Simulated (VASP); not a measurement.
# Ge (I4_1/amd) in VASP: further runs, part 2 of 2

VASP 6.6.1. The steps go on from the part before.

### Step 3. Single point, PBE

The input, INCAR:

```
SYSTEM = Ge
PREC     = Accurate       ! precision mode
ENCUT    = 520            ! plane-wave cutoff, eV
EDIFF    = 1E-6           ! SCF threshold, eV
ISMEAR   = 0              ! smearing method
SIGMA    = 0.1            ! smearing width, eV
LREAL    = .FALSE.        ! projectors in reciprocal space
LASPH    = .TRUE.         ! aspherical terms in the spheres
NELM     = 100            ! most SCF steps
ALGO     = Fast           ! electronic algorithm
ISIF     = 2              ! what is computed and relaxed
LWAVE    = .FALSE.        ! write WAVECAR
LCHARG   = .TRUE.         ! write CHGCAR
GGA      = PE             ! functional
LELF     = .TRUE.         ! ELF
LVHAR    = .TRUE.       
NBANDS   = 21             ! bands
```

The input, KPOINTS:

```
Automatic mesh
0
G
  8 8 8
  0 0 0
```

The input, POSCAR:

```
Ge
1.0
   -2.4759502799      2.4759502799      1.4067769199
    2.4759502799     -2.4759502799      1.4067769199
    2.4759502799      2.4759502799     -1.4067769199
Ge
2
Direct
    0.2500000000      0.7500000000      0.5000000000
    0.5000000000      0.5000000000      0.0000000000
```

Potentials or basis: VASP PAW PBE potentials, release 64 (Ge_d).

Launch:

```console
$ cat potpaw_PBE.64/Ge_d/POTCAR > POTCAR
$ mpirun -np 1 vasp_std > vasp.out
```

Wall time 20 s (1 thread of Intel Xeon 6975P-C (Granite Rapids), shared host); peak memory 0.17 GiB.

Results (log left out):

```
Free energy            : -8.4557 eV
Pressure               : 10.2 GPa
Band gap on the k mesh : none (metal or under the smearing width)
```

Stress tensor (GPa, compression positive):
```
10.27  0.00  0.00
 0.00 10.27  0.00
 0.00  0.00 10.19
```

Levels at points of the mesh, in eV from the Fermi level:
```
           k point  band 11  band 12  band 13  band 14  band 15  band 16  band 17  band 18
(0.00, 0.00, 0.00)   -13.85    -3.12    -2.24    -2.24     3.42     7.99     8.20     8.59
(0.50, 0.00, 0.00)    -8.50    -6.80    -2.38    -1.91    -1.66     2.40     4.00     6.14
(0.50, 0.50, 0.00)   -10.83   -10.83     0.95     0.95     2.68     2.68     7.20     7.20
(0.50, 0.50, 0.50)    -8.76    -8.76    -6.25    -6.25     5.52     5.52    12.64    12.64
```

### Step 4. Relaxation of cell and atoms, PBE, target pressure 9.8 GPa, at which the enthalpy is minimised

This run uses another cell than the first one, of 18.52 Å³/atom, 1.073 times its volume.

The input, INCAR:

```
ALGO     = Fast           # electronic algorithm
EDIFF    = 1E-6           # SCF threshold, eV
EDIFFG   = -0.05          # ionic threshold
ENCUT    = 600            # plane-wave cutoff, eV
GGA      = PE             # functional
IBRION   = 2              # ionic algorithm
ISIF     = 3              # what is computed and relaxed
ISMEAR   = 0              # smearing method
LASPH    = True           # aspherical terms in the spheres
LCHARG   = False          # write CHGCAR
LREAL    = False          # projectors in reciprocal space
LWAVE    = False          # write WAVECAR
NELM     = 100            # most SCF steps
NSW      = 80             # ionic steps
PREC     = Accurate       # precision mode
PSTRESS  = 98.0         
SIGMA    = 0.1            # smearing width, eV
```

The input, KPOINTS:

```
k-points
0
Gamma
  8 8 8
```

The input, POSCAR:

```
Ge
1.0
   -2.5744897190      2.5744897190      1.3974126432
    2.5744897190     -2.5744897190      1.3974126432
    2.5744897190      2.5744897190     -1.3974126432
Ge
2
Direct
    0.2500000000      0.7500000000      0.5000000000
    0.5000000000      0.5000000000      0.0000000000
```

Launch:

```console
$ cat potpaw_PBE.64/Ge_d/POTCAR > POTCAR
$ mpirun -np 1 vasp_std > vasp.out
```

Run time: 84 s. Hardware: 1 thread of Intel Xeon 6975P-C (Granite Rapids), shared host; peak memory 0.21 GiB.

Results (log left out):

```
Free energy                                            : -8.4580 eV
Relaxed volume                                         : 17.26 Å³/atom
Relaxed cell                                           : a = 3.774 Å, b = 3.774 Å, c = 3.774 Å, α = 97.99°, β = 97.99°, γ = 136.21°
Space group after relaxing (to 0.05 Å)                 : I4_1/amd (No. 141)
Energy change on relaxing (the enthalpy is what falls) : +41.9 meV/atom
Ionic steps                                            : 6
Pressure after relaxing                                : 9.8 GPa
Band gap on the k mesh                                 : none (metal or under the smearing width)
```

Stress tensor (GPa, compression positive):
```
9.83 0.00 0.00
0.00 9.83 0.00
0.00 0.00 9.74
```

The path:
```tsv
step	energy change (eV)	largest force (eV/Å)	pressure (GPa)	volume (Å³)
1	0.0000	0.0000	3.31	37.05
2	0.1910	0.0000	14.79	33.16
3	0.0979	0.0000	10.00	34.40
4	0.1020	0.0000	10.49	34.34
5	0.0908	0.0000	10.05	34.44
6	0.0838	0.0000	9.80	34.52
```

Final structure:
```xyz
2
Lattice="-2.4763 2.4763 1.4074 2.4763 -2.4763 1.4074 2.4763 2.4763 -1.4074" Properties=species:S:1:pos:R:3 pbc="T T T"
Ge    2.4763    0.0000    0.7037
Ge    0.0000    0.0000    1.4074
```

Levels at points of the mesh, in eV from the Fermi level:
```
           k point  band 11  band 12  band 13  band 14  band 15  band 16  band 17  band 18
(0.00, 0.00, 0.00)   -13.84    -3.12    -2.23    -2.23     3.43     8.02     8.58     8.59
(0.50, 0.00, 0.00)    -8.50    -6.80    -2.38    -1.91    -1.65     2.40     4.00     6.13
(0.50, 0.50, 0.00)   -10.83   -10.83     0.96     0.96     2.68     2.68     7.20     7.20
(0.50, 0.50, 0.50)    -8.75    -8.75    -6.25    -6.25     5.51     5.51    12.63    12.63
```

Caveat: the cell is relaxed towards a set pressure, so the enthalpy falls and the energy may rise; the relaxation stopped at a loose force limit of 0.05 eV/Å, so its end isn't a converged minimum.

### Step 5. Single point, PBE

The input, INCAR:

```
  PREC = Accurate
  ENCUT = 520
  EDIFF = 1E-7
  ISMEAR = -1
  SIGMA = 0.1
  LREAL = False
  LASPH = True
  NELM = 100
  ALGO = Fast
  ISIF = 2
  LWAVE = False
  LCHARG = True
  GGA = PE
  LELF = True
  LVHAR = True
  NBANDS = 21
```

The input, KPOINTS:

```
Automatic mesh
0
Gamma
  18 18 18
```

The input, POSCAR:

```
Ge
1.0
   -2.5062350723      2.5062350723      1.3745058511
    2.5062350723     -2.5062350723      1.3745058511
    2.5062350723      2.5062350723     -1.3745058511
Ge
2
Direct
    0.2500000000      0.7500000000      0.5000000000
    0.5000000000      0.5000000000      0.0000000000
```

Launch:

```console
$ cat potpaw_PBE.64/Ge_d/POTCAR > POTCAR
$ mpirun -np 1 vasp_std > vasp.out
```

Wall time 4 min (1 thread of Intel Xeon 6975P-C (Granite Rapids), shared host); peak memory 0.37 GiB.

Results (log left out):

```
Free energy            : -8.4730 eV
Pressure               : 10.1 GPa
Band gap on the k mesh : none (metal or under the smearing width)
```

Levels at points of the mesh, in eV from the Fermi level:
| k point | band 11 | band 12 | band 13 | band 14 | band 15 | band 16 | band 17 | band 18 |
| --- | --- | --- | --- | --- | --- | --- | --- | --- |
| (0.00, 0.00, 0.00) | -13.94 | -3.69 | -2.51 | -2.51 | 3.16 | 8.18 | 8.18 | 8.52 |
| (0.50, 0.00, 0.00) | -8.32 | -6.76 | -2.53 | -2.16 | -1.56 | 2.35 | 3.83 | 5.92 |
| (0.50, 0.50, 0.00) | -11.01 | -11.01 | 0.64 | 0.64 | 2.20 | 2.20 | 7.77 | 7.77 |
| (0.50, 0.50, 0.50) | -9.06 | -9.06 | -6.39 | -6.39 | 6.23 | 6.23 | 12.03 | 12.03 |

### Step 6. Single point, PBE

The input, INCAR:

```
ALGO     = Normal         # electronic algorithm
EDIFF    = 1E-6           # SCF threshold, eV
ENCUT    = 520            # plane-wave cutoff, eV
GGA      = PE             # functional
ISIF     = 2              # what is computed and relaxed
ISMEAR   = 0              # smearing method
LASPH    = True           # aspherical terms in the spheres
LCHARG   = True           # write CHGCAR
LELF     = True           # ELF
LREAL    = False          # projectors in reciprocal space
LVHAR    = True         
LWAVE    = False          # write WAVECAR
NBANDS   = 21             # bands
NELM     = 100            # most SCF steps
PREC     = Accurate       # precision mode
SIGMA    = 0.1            # smearing width, eV
```

The input, KPOINTS:

```
k-points
0
Gamma
  8 8 8
```

The input, POSCAR:

```
Ge
1.0
   -2.4759502799      2.4759502799      1.4067769199
    2.4759502799     -2.4759502799      1.4067769199
    2.4759502799      2.4759502799     -1.4067769199
Ge
2
Direct
    0.2500000000      0.7500000000      0.5000000000
    0.5000000000      0.5000000000      0.0000000000
```

Potentials or basis: VASP PAW PBE potentials, release 64 (Ge_d).

Launch:

```console
$ cat potpaw_PBE.64/Ge_d/POTCAR > POTCAR
$ mpirun -np 1 vasp_std > vasp.out
```

Wall time 16 s (1 thread of Intel Xeon 6975P-C (Granite Rapids), shared host); peak memory 0.17 GiB.

The run converged. Its results:

- Free energy: -8.4557 eV
- Pressure: 9.8 GPa
- Band gap on the k mesh: none (metal or under the smearing width)

Levels at points of the mesh, in eV from the Fermi level:
| k point | band 10 | band 11 | band 12 | band 13 | band 14 | band 15 | band 16 | band 17 | band 18 | band 19 |
| --- | --- | --- | --- | --- | --- | --- | --- | --- | --- | --- |
| (0.00, 0.00, 0.00) | -24.36 | -13.85 | -3.12 | -2.24 | -2.24 | 3.42 | 7.99 | 8.20 | 8.59 | 8.59 |
| (0.50, 0.00, 0.00) | -24.42 | -8.50 | -6.80 | -2.38 | -1.91 | -1.66 | 2.40 | 4.00 | 6.14 | 9.56 |
| (0.50, 0.50, 0.00) | -24.46 | -10.83 | -10.83 | 0.95 | 0.95 | 2.68 | 2.68 | 7.20 | 7.20 | 10.98 |
| (0.50, 0.50, 0.50) | -24.52 | -8.76 | -8.76 | -6.25 | -6.25 | 5.52 | 5.52 | 12.64 | 12.64 | 16.16 |

### Step 7. Relaxation of cell and atoms, PBE, target pressure 9.8 GPa, at which the enthalpy is minimised

The input, INCAR:

```
PREC = Accurate
ENCUT = 600
EDIFF = 1E-6
ISMEAR = 0
SIGMA = 0.1
LREAL = False
LASPH = True
NELM = 100
ALGO = Normal
ISIF = 3
LWAVE = False
LCHARG = False
GGA = PE
IBRION = 2
NSW = 80
EDIFFG = -0.05
PSTRESS = 98.0
```

The input, KPOINTS:

```
Automatic mesh
0
Gamma
  8 8 8
```

POSCAR is that of step 6.

Launch:

```console
$ cat potpaw_PBE.64/Ge_d/POTCAR > POTCAR
$ mpirun -np 1 vasp_std > vasp.out
```

It took 18 s on 1 thread of Intel Xeon 6975P-C (Granite Rapids), shared host; peak memory 0.19 GiB.

The run converged. Its results:

| Item | Value |
| --- | --- |
| Free energy | -8.4559 eV |
| Pressure after relaxing | 9.7 GPa |
| Band gap on the k mesh | none (metal or under the smearing width) |

Final structure:
```
Ge
1.0
    -2.47595    2.47595    1.40678
     2.47595   -2.47595    1.40678
     2.47595    2.47595   -1.40678
Ge
2
Direct
  0.25000 0.75000 0.50000
  0.50000 0.50000 0.00000
```

Levels at points of the mesh, in eV from the Fermi level:
```csv
k point,band 11,band 12,band 13,band 14,band 15,band 16,band 17,band 18
"(0.00, 0.00, 0.00)",-13.85,-3.12,-2.24,-2.24,3.42,7.99,8.20,8.59
"(0.50, 0.00, 0.00)",-8.50,-6.80,-2.38,-1.91,-1.66,2.40,4.00,6.14
"(0.50, 0.50, 0.00)",-10.83,-10.83,0.95,0.95,2.68,2.68,7.20,7.20
"(0.50, 0.50, 0.50)",-8.76,-8.76,-6.25,-6.25,5.52,5.52,12.64,12.64
```

Caveat: the relaxation stopped at its first step, so nothing moved; the cell is relaxed towards a set pressure, so the enthalpy falls and the energy may rise; the relaxation stopped at a loose force limit of 0.05 eV/Å, so its end isn't a converged minimum.

### Step 8. Overview

| task | cell | k mesh | cutoff (eV) | smearing | target pressure | gap on the mesh (eV) | pressure (GPa) |
| --- | --- | --- | --- | --- | --- | --- | --- |
| single point | I4_1/amd, 17.27 Å³/atom | 18 × 18 × 18 | 520 | fermi-dirac 0.1 eV | - | none | 10.1 |
| single point | I4_1/amd, 17.25 Å³/atom | 8 × 8 × 8 | 520 | gaussian 0.1 eV | - | none | 9.8 |
| relaxation of cell and atoms | relaxed to 9.8 GPa | 8 × 8 × 8 | 600 | gaussian 0.1 eV | 9.8 GPa | none | 9.7 |

Alike in all rows: level PBE; potentials or basis VASP PAW PBE potentials, release 64 (Ge_d); no spin polarisation.

Caveats: the relaxation stopped at its first step, so nothing moved (some runs); the cell is relaxed towards a set pressure, so the enthalpy falls and the energy may rise (some runs); the relaxation stopped at a loose force limit of 0.05 eV/Å, so its end isn't a converged minimum (some runs).

Absolute energies hang on the potentials; compare differences alone.
